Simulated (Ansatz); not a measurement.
# SiO2: the cost of one run

Computed with Ansatz 0.2.0 (DFT LDA, scalar-relativistic, plane waves, PAW, unless a step's input says otherwise).

1 further run of the same task is left out (set aside as unsound or not needed). Runs told in other sessions of the task aren't counted.

**1. The structure to begin with**

It takes space group P6_422 (No. 181, hexagonal). Conventional cell: a = 5.039 Å, b = 5.039 Å, c = 5.525 Å, α = 90.00°, β = 90.00°, γ = 120.00°. Si (site symmetry 222) has 4 O at 1.60 Å in its first shell of neighbours. O (site symmetry 2) has 2 Si at 1.60 Å in its first shell of neighbours.

As a file:

```cif
data_structure
_symmetry_space_group_name_H-M 'P6_422'
_symmetry_Int_Tables_number 181
_cell_length_a 5.0387
_cell_length_b 5.0387
_cell_length_c 5.5249
_cell_angle_alpha 90.000
_cell_angle_beta 90.000
_cell_angle_gamma 120.000
_cell_volume 121.48
loop_
_atom_site_label
_atom_site_type_symbol
_atom_site_symmetry_multiplicity
_atom_site_Wyckoff_symbol
_atom_site_fract_x
_atom_site_fract_y
_atom_site_fract_z
_atom_site_occupancy
Si1 Si 3 c 0.00000 0.50000 0.33333 1
O1 O 6 j 0.58439 0.79220 0.83333 1
```

It goes back to an entry of the Materials Project, which need not be the stable form.

It is the result of an earlier relaxation at this level (volume 13.50 Å³/atom; gap on the mesh: 5.50 eV).

**2. Seeking the band edges**

input.yaml reads:

```yaml
crystal:
  lattice:
    - [5.0386983975, 0.0, 0.0]
    - [-2.5193491987, 4.3636408142, 0.0]
    - [0.0, 0.0, 5.5248549769]
  atoms:
    - { symbol: Si, position: [0.0, 0.5, 0.3333333333] }
    - { symbol: Si, position: [0.5, 0.5, 0.6666666667] }
    - { symbol: Si, position: [0.5, 0.0, 0.0] }
    - { symbol: O, position: [0.5843949018, 0.7921974509, 0.8333333333] }
    - { symbol: O, position: [0.7921974509, 0.5843949018, 0.5] }
    - { symbol: O, position: [0.7921974509, 0.2078025491, 0.1666666667] }
    - { symbol: O, position: [0.4156050982, 0.2078025491, 0.8333333333] }
    - { symbol: O, position: [0.2078025491, 0.4156050982, 0.5] }
    - { symbol: O, position: [0.2078025491, 0.7921974509, 0.1666666667] }
basis:
  ecutwfc: 420
kpoints:
  mp_grid: { grid: [6, 6, 4] }
  band_path: { path: [VBM, CBM], npoints: 2 }
hamiltonian:
  xc: lda
scf:
  occupations: { method: gaussian, width: 0.02 }
output:
  forces: true
  stress: true
  eigenvalues: true
checkpoint:
  read: start.run
  write: ck
  compress: false
  write_wavefunctions: false
  write_every: 100000
```

Command:

```bash
ansatz run input.yaml --threads 2 --pin off --max-ram 5120MiB --backend cpu --events-out ev --progress --plain --runs-dir out
```

What time and memory should one allow on 2 threads of Oxide Virtual Turin-like (Zen 5), shared host?

About 16 s, with a peak of 0.4 GiB.
